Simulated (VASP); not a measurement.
CaF2: single point with PBEsol

The system is CaF2.

```
Ca F
1.0
     0.00000    2.73125    2.73125
     2.73125    0.00000    2.73125
     2.73125    2.73125    0.00000
Ca F
1 2
Direct
  0.00000 0.00000 0.00000
  0.25000 0.25000 0.25000
  0.75000 0.75000 0.75000
```

```yaml
Program: VASP 6.6.1
Task: single point
Functional: PBEsol
Potentials_or_basis: VASP PAW PBE potentials, release 64 (Ca_sv, F)
Cutoff: 520 eV
k_mesh: 8 × 8 × 8
Occupations: gaussian, width 0.05 eV
Spin: no spin polarisation
Dipole_correction: no
Further_INCAR_settings: ALGO = Fast; EDIFF = 1e-06; NBANDS = 19
```

```
Pressure               : -1.7 GPa
Band gap on the k mesh : 7.09 eV, indirect (least direct gap 7.35 eV)
```

Levels at points of the mesh, in eV from the valence-band top:
```csv
k point,band 10,band 11,band 12,band 13,band 14,band 15
"(0.00, 0.00, 0.00)",-0.26,-0.26,-0.26,7.09,9.12,9.12
"(0.50, 0.00, 0.00)",-1.26,-0.85,-0.85,9.34,9.34,9.70
"(0.50, 0.50, 0.00)",-0.37,-0.37,0.00,8.02,9.47,10.07
```

It took 90 s on 1 thread of AMD EPYC 7571, with other jobs on the host, peak memory 0.14 GiB.

Caveat: the PAW data sets were made with another functional, which shifts forces and pressure a little. As with any semilocal functional, this PBEsol gap is likely too small.
